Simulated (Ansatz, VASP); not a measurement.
**BaS in VASP and in Ansatz**

```
Ba S
1.0
     0.00000    3.21439    3.21439
     3.21439    0.00000    3.21439
     3.21439    3.21439    0.00000
Ba S
1 1
Direct
  0.00000 0.00000 0.00000
  0.50000 0.50000 0.50000
```

Alike in both runs: task single point; functional PBE; k mesh 8 × 8 × 8; occupations gaussian, width 0.02 eV; no spin polarisation.

|  | VASP | Ansatz |
| --- | --- | --- |
| version | VASP 6.6.1 | Ansatz 0.2.0 |
| potentials or method | VASP PAW PBE potentials, release 64 (Ba_sv, S) | scalar-relativistic, plane waves, PAW |
| plane-wave cutoff (eV) | 520 | 420 |
| valence electrons in the cell | 16 | 16 |

|  | VASP | Ansatz | Ansatz less VASP |
| --- | --- | --- | --- |
| gap on the k mesh at the Fermi level (eV) | 2.14 | 2.23 | +0.095 |
| least direct gap on the mesh (eV) | 2.29 | 2.35 | +0.065 |

The functional is the same, so the differences come from potentials, cutoffs and numerics.

Caveats: spin-orbit coupling is left out, which moves the levels of the heavy elements. A hybrid or GW would open this gap; PBE tends to underestimate it. A k mesh can miss the band edges.
